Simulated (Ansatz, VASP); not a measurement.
## MoSeS (2H-MoSSe 3 layers, 2H (AA')) in two plane-wave programs

One calculation is typed for both programs; each brings its own data sets. How far apart do they land? The cell is taken from a series of runs on this material, whose earlier steps may have relaxed, scaled, displaced or heated it; both programs get it as it stands.

Program: Ansatz 0.2.0. Level of theory: plane waves, with VASP 6.6.1 beside it; single point at PBE with D3(BJ). Results are calculated unless marked as measured.

### Step 1. Set-up

The cell holds 9 atoms: 3 Se, 3 Mo and 3 S. Cell: a = 3.214 Å, b = 3.214 Å, c = 33.661 Å, α = 90.0°, β = 90.0°, γ = 120.0°. Vacuum lies along c.

### Step 2. Ansatz: single point, PBE with D3(BJ)

Ansatz runs on its default PAW (the set named soft_2) files.

With cell and atoms fixed, the geometry can't cause a difference; cores, projectors, grids and the points listed under the comparison can.

input.yaml

```yaml
crystal:
  lattice:
    - [3.2137305482, 0.0, 0.0]
    - [-1.6068652741, 2.7831722956, 0.0]
    - [0.0, 0.0, 33.6612253976]
  atoms:
    - { symbol: Se, position: [0.3333333333, 0.6666666667, 0.2673699455] }
    - { symbol: Mo, position: [0.0, 0.0, 0.3181657227] }
    - { symbol: S, position: [0.3333333333, 0.6666666667, 0.3637002845] }
    - { symbol: Se, position: [0.0, 0.0, 0.4519071265] }
    - { symbol: Mo, position: [0.3333333333, 0.6666666667, 0.5026499718] }
    - { symbol: S, position: [0.0, 0.0, 0.5481557543] }
    - { symbol: Se, position: [0.3333333333, 0.6666666667, 0.6362903936] }
    - { symbol: Mo, position: [0.0, 0.0, 0.6870606477] }
    - { symbol: S, position: [0.3333333333, 0.6666666667, 0.7326300545] }
kpoints:
  mp_grid: { grid: [18, 18, 1] }
  band_path:
    path: [[0, 0, 0], [0.5, 0, 0], [0.33333333, 0.33333333, 0], [0, 0, 0]]
    npoints: 16
hamiltonian:
  xc: pbe
  dispersion: d3bj
scf:
  occupations: { method: fermi_dirac, width: 0.02585 }
  convergence: { dr2_threshold: 1.0e-10 }
efield:
  axis: 3
  dipole_correction: true
  ramp_position: 0.97
  ramp_width: 0.06
  amplitude: 0
output:
  dos: { projected: true, e_range: [-6, 5] }
  write_potential: true
  write_density: true
  volumetric_format: npy
  elf: true
```

On the command line:

```sh
> ansatz run input.yaml --threads 4 --pin off --max-ram 8192MiB --backend cpu --events-out ev --progress --plain --runs-dir out
```

Numbers of over 12 decimals in the logs are rounded to 6 here.

What it wrote:

```text
Engine: ansatz 0.2.0, aarch64-unknown-linux-gnu
Pseudopotentials: kind: paw
Pseudopotential: Se, paw, valence charge 16, recommended cutoff 420 eV (normal), Se.paw.azcp
Pseudopotential: Mo, paw, valence charge 14, recommended cutoff 420 eV (normal), Mo.paw.azcp
Pseudopotential: S, paw, valence charge 6, recommended cutoff 420 eV (normal), S.paw.azcp
Functional definition: PBE
  parameter kappa = 0.804
  parameter beta = 0.066725
  exchange = pbe_x(kappa = kappa, mu = beta*pi^2/3)
  correlation = pbe_c(beta = beta)
Crystal: 9 atoms, lattice volume = 301.078 Å³
Basis set: ecut = 420 eV, 5969 PW (Γ)
Bands: 65, of which v1, the nominal top of the filled ones, is band 54 counted from 1 (53 counted from 0)
Symmetry: 6 space group operations
Space group: P3m1 (ITA 156), of the structure as read, at distance tolerance 6.7e-5 Å
k-points: 37 of 324 (time reversal used)
Non-local potential: Se, projectors of the file, l = 0: 2, l = 1: 2, l = 2: 3, l = 3: 1
Non-local potential: Mo, projectors of the file, l = 0: 3, l = 1: 2, l = 2: 2, l = 3: 1
Non-local potential: S, projectors of the file, l = 0: 2, l = 1: 2, l = 2: 2
PAW form: soft (Blöchl's): semilocal exchange-correlation on the pseudo side does not see the compensation charge
PAW one-centre angular grid: Se, 590 points (default); XC on 64 Gauss nodes
PAW one-centre angular grid: Mo, 590 points (default); XC on 64 Gauss nodes
PAW one-centre angular grid: S, 110 points (default); XC on 64 Gauss nodes
Initial density: superposition of atomic densities (neutral atoms: chi_scale 0, normalization atom), corrected by the library's trained network
Initial wavefunctions: pseudopotential atomic-orbital guess
Functional: x = pbe(κ = 0.804, μ = 0.219515), c = pbe(β = 0.066725)
SCF iter   1: F=—  HF=-33992.067577 eV  |F-HF|=—  |Δ(HF+E_count)|=         —  Δρ=4.79e-3  dr2=2.63e-1  ethr=1.77e-3  p=-0.097 e·Å  D=-5.80e-2 V/Å  ΔV_dip=1.95 eV  dr2_dipole=1.40e-2  V_vac-E_F(+/−)=5.51/3.56 eV  ⟨swp⟩=7.9  Hψ=9740  notcnv=0  defer=7
efield: sawtooth ramp at fractional position 0.9700 (set: `efield.ramp_position`, or a place that a band, a saddle search or an elastic batch's reference lends), width 0.0600; the density the first Hamiltonian is built on has a dipole p = -0.097 e·Å; the dipole correction subtracts the counter field D = -5.80e-2 V/Å, which shifts the + side's vacuum level by +1.95 eV against the − side's; the planar-averaged density in the ramp window peaks in size at 2.9e-5 e/Å³
preconditioner: auto → Resta (q_TF=auto, 2.300 Å⁻¹)  ε∞=5.0  [insulator: Δε(μ)=0.415 eV  Ē_g=7.840 eV  σ=0.026 eV  W_gap=1.00  n_scr=54 (ndim 8)  ℏωp=15.7 eV  f_vac=0.443  D(μ)=0.00/eV (n_scr^D=0)  ε∞_Penn≈5.0  vacuum switching on, ρ_ref=4.5e-3 e/Å³]
SCF iter   2: F=—  HF=-33992.061276 eV  |F-HF|=—  |Δ(HF+E_count)|=   6.30e-3  Δρ=2.81e-3  dr2=6.44e-2  ethr=2.43e-4  p=-0.073 e·Å  D=-4.39e-2 V/Å  ΔV_dip=1.48 eV  dr2_dipole=2.08e-2  V_vac-E_F(+/−)=5.51/4.03 eV  ⟨swp⟩=3.2  Hψ=3871  notcnv=0  defer=99
SCF iter   3: F=—  HF=-33992.057409 eV  |F-HF|=—  |Δ(HF+E_count)|=   3.87e-3  Δρ=1.70e-3  dr2=8.02e-3  ethr=5.96e-5  p=-0.090 e·Å  D=-5.41e-2 V/Å  ΔV_dip=1.82 eV  dr2_dipole=4.05e-4  V_vac-E_F(+/−)=5.61/3.79 eV  ⟨swp⟩=2.7  Hψ=3326  notcnv=0  defer=97
SCF iter   4: F=—  HF=-33992.059687 eV  |F-HF|=—  |Δ(HF+E_count)|=   2.28e-3  Δρ=5.68e-4  dr2=2.67e-3  ethr=7.42e-6  p=-0.098 e·Å  D=-5.90e-2 V/Å  ΔV_dip=1.99 eV  dr2_dipole=8.95e-5  V_vac-E_F(+/−)=5.72/3.73 eV  ⟨swp⟩=2.9  Hψ=4043  notcnv=0  defer=77
SCF iter   5: F=—  HF=-33992.059385 eV  |F-HF|=—  |Δ(HF+E_count)|=   3.01e-4  Δρ=1.76e-4  dr2=1.33e-4  ethr=2.47e-6  p=-0.100 e·Å  D=-6.01e-2 V/Å  ΔV_dip=2.02 eV  dr2_dipole=1.69e-7  V_vac-E_F(+/−)=5.74/3.71 eV  ⟨swp⟩=2.0  Hψ=2948  notcnv=0  defer=77
SCF iter   6: F=—  HF=-33992.059410 eV  |F-HF|=—  |Δ(HF+E_count)|=   2.44e-5  Δρ=7.40e-5  dr2=1.95e-5  ethr=1.23e-7  p=-0.100 e·Å  D=-6.04e-2 V/Å  ΔV_dip=2.03 eV  dr2_dipole=2.01e-7  V_vac-E_F(+/−)=5.74/3.71 eV  ⟨swp⟩=2.1  Hψ=3381  notcnv=0  defer=77
SCF iter   7: F=—  HF=-33992.059407 eV  |F-HF|=—  |Δ(HF+E_count)|=   2.98e-6  Δρ=4.22e-5  dr2=1.56e-5  ethr=1.81e-8  p=-0.100 e·Å  D=-6.04e-2 V/Å  ΔV_dip=2.03 eV  dr2_dipole=1.30e-7  V_vac-E_F(+/−)=5.74/3.71 eV  ⟨swp⟩=2.0  Hψ=3565  notcnv=0  defer=77
SCF iter   8: F=—  HF=-33992.059413 eV  |F-HF|=—  |Δ(HF+E_count)|=   6.00e-6  Δρ=1.34e-5  dr2=5.60e-7  ethr=1.45e-8  p=-0.100 e·Å  D=-6.04e-2 V/Å  ΔV_dip=2.03 eV  dr2_dipole=4.48e-9  V_vac-E_F(+/−)=5.74/3.71 eV  ⟨swp⟩=2.0  Hψ=2838  notcnv=0  defer=77
SCF iter   9: F=—  HF=-33992.059171 eV  |F-HF|=—  |Δ(HF+E_count)|=   2.41e-4  Δρ=4.23e-6  dr2=1.02e-7  ethr=5.19e-10  p=-0.100 e·Å  D=-6.04e-2 V/Å  ΔV_dip=2.03 eV  dr2_dipole=1.70e-8  V_vac-E_F(+/−)=5.74/3.71 eV  ⟨swp⟩=3.1  Hψ=4800  notcnv=0  defer=77
SCF iter  10: F=—  HF=-33992.059171 eV  |F-HF|=—  |Δ(HF+E_count)|=   4.18e-8  Δρ=2.43e-6  dr2=5.92e-8  ethr=9.49e-11  p=-0.100 e·Å  D=-6.04e-2 V/Å  ΔV_dip=2.03 eV  dr2_dipole=5.73e-9  V_vac-E_F(+/−)=5.74/3.71 eV  ⟨swp⟩=2.1  Hψ=3213  notcnv=0  defer=77
SCF iter  11: F=—  HF=-33992.059171 eV  |F-HF|=—  |Δ(HF+E_count)|=   6.53e-9  Δρ=9.78e-7  dr2=4.30e-9  ethr=5.48e-11  p=-0.100 e·Å  D=-6.04e-2 V/Å  ΔV_dip=2.03 eV  dr2_dipole=1.40e-10  V_vac-E_F(+/−)=5.74/3.71 eV  ⟨swp⟩=2.0  Hψ=2834  notcnv=0  defer=77
SCF iter  12: F=—  HF=-33992.059171 eV  |F-HF|=—  |Δ(HF+E_count)|=   4.85e-9  Δρ=4.66e-7  dr2=3.14e-9  ethr=3.98e-12  p=-0.100 e·Å  D=-6.04e-2 V/Å  ΔV_dip=2.03 eV  dr2_dipole=2.72e-10  V_vac-E_F(+/−)=5.74/3.71 eV  ⟨swp⟩=2.0  Hψ=3344  notcnv=0  defer=77
SCF iter  13: F=-33992.059171 eV  HF=-33992.059171 eV  |F-HF|=7.28e-11  |Δ(HF+E_count)|=  2.11e-10  Δρ=1.69e-7  dr2=8.03e-11  ethr=1.00e-12  p=-0.100 e·Å  D=-6.04e-2 V/Å  ΔV_dip=2.03 eV  dr2_dipole=1.30e-12  V_vac-E_F(+/−)=5.74/3.71 eV  ⟨swp⟩=9.2  Hψ=8636  notcnv=0
SCF 1 converged in 13 iterations: F = -33992.059171 eV  dr2 = 8.03e-11
  greatest PAW one-centre occupation: 1.000 electrons in one spin orbital (limit 2), on the Se atom at site 3 (counted from 0), in its partial waves of l = 2
NSCF: frozen V_eff on 49 k-points
efield: sawtooth ramp at fractional position 0.9700 (kept from the solve that this one continues, or follows in the run), width 0.0600; the density the first Hamiltonian is built on has a dipole p = -0.100 e·Å; the dipole correction subtracts the counter field D = -6.04e-2 V/Å, which shifts the + side's vacuum level by +2.03 eV against the − side's; the planar-averaged density in the ramp window peaks in size at 4.7e-6 e/Å³
WARN: The output density's exchange-correlation potential varies sharply where the density is thin. Do not read a vacuum level from v_tot or v_xc, or from such a field of the output density. On a cell that repeats whose density bears no net charge and no dipole along the vacuum's axis use v_es (v_loc + v_h of the components); under efield.dipole_correction with no amplitude use v_es + v_field, which holds any externa [...]
SCF converged after 13 iterations
Free energy (F): -33992.059171 eV
Harris-Foulkes:  -33992.059171 eV  (|F-HF|=7.28e-11)
Internal energy: -33992.059076 eV  (E = F + TS)
E sigma→0 (E₀):  -33992.059124 eV
Entropy (-TS):   -0.000096 eV (-0.011 meV/atom)
Fermi energy:    4.820128 eV
Dipole field:    D = -0.060362 V/Å  (p = -0.100434 e·Å, saw-weighted, corrected)
Work function:   Φ+ = 5.7426 eV   Φ− = 3.7107 eV
Levels:          The Fermi level and band energies are counted from a zero that moves with the ramp; work functions are not
--- Per-component energies (eV) ---
  E_band       = -2260.666053
  E_kinetic    = 2005.462506
  E_local      = -153749.934534  (includes V_loc(G=0)·N_el)
  E_nonlocal   = -1273.235482
  E_hartree    = 75899.074416
  E_xc         = -1158.052347
  E_vxc        = -1248.902471  (∫ρ·V_xc dr)
  E_paw        = -17138.391577  (= ΣΔE_a)
  E_vpaw       = 210.501837  (= ΣTr[D̂ρ^β])
  E_aug_tail   = -0.001675  (compensation charges beyond the density's cutoff)
  E_efield     = 0.003031  (sawtooth field / dipole correction)
  E_vefield    = -2.703903  (∫n·V_field dr)
  E_ewald      = 61426.756079
  E_disp       = -3.739492  (pairwise vdW)
  E_smearing   = -0.000096  (= −TS)
  E_closure    = 0.000000  (closes the sum)
  Σ components = -33992.059171   (vs F -33992.059171, Δ=0.00e0)
--- Band table (eV; the first three rows and the last of 37) ---
  k-point 0: bands = [... 50 lower, 3.4202, 3.7341, 4.1791, 4.7282, 6.1556, 6.1556, 6.5138, 6.5138, ... 7 higher]
  k-point 1: bands = [... 50 lower, 3.3648, 3.7628, 4.1701, 4.6714, 6.0889, 6.2043, 6.3207, 6.4748, ... 7 higher]
  k-point 2: bands = [... 50 lower, 3.2908, 3.6699, 4.1106, 4.5049, 5.8371, 6.0393, 6.1814, 6.5177, ... 7 higher]
  k-point 36: bands = [... 50 lower, 2.4272, 3.2807, 3.8950, 4.5492, 4.9730, 5.5970, 5.9509, 6.2437, ... 7 higher]
```

### Step 3. VASP: single point, PBE with D3(BJ)

The same cell, functional, mesh and smearing now go to VASP, with its own data sets.

Lines of VASP's logs that name or quote its potential files are left out, and so is its time.

INCAR

```
SYSTEM = MoSeS
PREC = Accurate
ENCUT = 400
EDIFF = 1E-06
NELM = 120
ISMEAR = -1
SIGMA = 0.02585
LREAL = .FALSE.
ALGO = Normal
GGA = PE
IVDW = 12
NBANDS = 48
LASPH = .TRUE.
LORBIT = 11
LWAVE = .FALSE.
LCHARG = .FALSE.
ISIF = 2
LDIPOL = .TRUE.
IDIPOL = 3
DIPOL = 0.5 0.5 0.501
LVHAR = .TRUE.
GGA_COMPAT = .FALSE.
EFERMI = MIDGAP
NELMDL = -8
KPAR = 2
```

POSCAR

```
MoSeS
1.0
    3.2137305482      0.0000000000      0.0000000000
   -1.6068652741      2.7831722956      0.0000000000
    0.0000000000      0.0000000000     33.6612253976
Se Mo S
3 3 3
Direct
    0.3333333333      0.6666666667      0.2673699455
    1.0000000000      0.0000000000      0.4519071265
    0.3333333333      0.6666666667      0.6362903936
    1.0000000000      0.0000000000      0.3181657227
    0.3333333333      0.6666666667      0.5026499718
    1.0000000000      0.0000000000      0.6870606477
    0.3333333333      0.6666666667      0.3637002845
    1.0000000000      0.0000000000      0.5481557543
    0.3333333333      0.6666666667      0.7326300545
```

KPOINTS

```
Automatic mesh
0
Gamma
18 18 1
0 0 0
```

The projector-augmented-wave data sets are Se, Mo_sv and S (PBE family, release 64).

On the command line:

```sh
> mpirun -np 2 vasp_std
```

What it wrote:

```text
[banner, memory and clock lines left out]
running    2 mpi-ranks, on    1 nodes
 distrk:  each k-point on    1 cores,    2 groups
 distr:  one band on    1 cores,    1 groups

 POSCAR found type information on POSCAR SeMoS
 POSCAR found :  3 types and       9 ions
 LDA part: xc-table for (Slater+PW92), standard interpolation
 POSCAR, INCAR and KPOINTS ok, starting setup
 FFT: planning ... GRIDC
 FFT: planning ... GRID_SOFT
 FFT: planning ... GRID
 WAVECAR not read
 entering main loop
       N       E                     dE             d eps       ncg     rms          rms(c)
DAV:   1     0.547521086876E+03    0.54752E+03   -0.38049E+04  4664   0.116E+03
DAV:   2    -0.263555805212E+02   -0.57388E+03   -0.55621E+03  4384   0.307E+02
DAV:   3    -0.646858997464E+02   -0.38330E+02   -0.37535E+02  4368   0.700E+01
DAV:   4    -0.661653858654E+02   -0.14795E+01   -0.14705E+01  4776   0.128E+01
DAV:   5    -0.662003507949E+02   -0.34965E-01   -0.34922E-01  4600   0.198E+00
DAV:   6    -0.662015563695E+02   -0.12056E-02   -0.12050E-02  5008   0.335E-01
DAV:   7    -0.662015884290E+02   -0.32060E-04   -0.32051E-04  4672   0.496E-02
DAV:   8    -0.662015897294E+02   -0.13003E-05   -0.13001E-05  4224   0.880E-03    0.364E+01
DAV:   9    -0.634946986178E+02    0.27069E+01   -0.22986E+01  4064   0.236E+01    0.131E+01
DAV:  10    -0.631809316702E+02    0.31377E+00   -0.12782E+01  3976   0.159E+01    0.897E+00
DAV:  11    -0.625040031122E+02    0.67693E+00   -0.26077E+00  4056   0.774E+00    0.305E+00
DAV:  12    -0.625162990415E+02   -0.12296E-01   -0.32222E-01  4656   0.283E+00    0.177E+00
DAV:  13    -0.625019169436E+02    0.14382E-01   -0.85155E-02  4144   0.137E+00    0.939E-01
DAV:  14    -0.625018501893E+02    0.66754E-04   -0.44892E-02  4496   0.890E-01    0.503E-01
[...]
DAV:  22    -0.624998229432E+02   -0.51591E-04   -0.39480E-06  3712   0.896E-03    0.466E-03
DAV:  23    -0.624998756767E+02   -0.52734E-04   -0.38770E-06  3368   0.547E-03    0.351E-03
DAV:  24    -0.624998977415E+02   -0.22065E-04   -0.81395E-07  3136   0.267E-03    0.266E-03
DAV:  25    -0.624999143336E+02   -0.16592E-04   -0.31053E-07  3008   0.163E-03    0.903E-04
DAV:  26    -0.624999232012E+02   -0.88676E-05   -0.37653E-07  3072   0.127E-03    0.900E-04
DAV:  27    -0.624999251077E+02   -0.19065E-05   -0.32052E-08  2608   0.597E-04    0.508E-04
DAV:  28    -0.624999271510E+02   -0.20433E-05   -0.37921E-08  2632   0.441E-04    0.246E-04
DAV:  29    -0.624999279780E+02   -0.82693E-06   -0.71929E-08  2776   0.461E-04
   1 F= -.66238893E+02 E0= -.66238868E+02  d E =-.505390E-04
```

(Continued in part 2 of 2.)

[Lines on the potential files, build, host, timing and source positions are cut from VASP's logs without a mark.]

[Logs are printed without paths, hosts, clocks, repeated set-up lines and the standing remarks that a program may print on its own settings, such as how far it seeks lower states.]

[Hosts, paths, dates, database ids (printed as entryN), source tags and the programs' standing remarks are cut or masked in the printed files.]
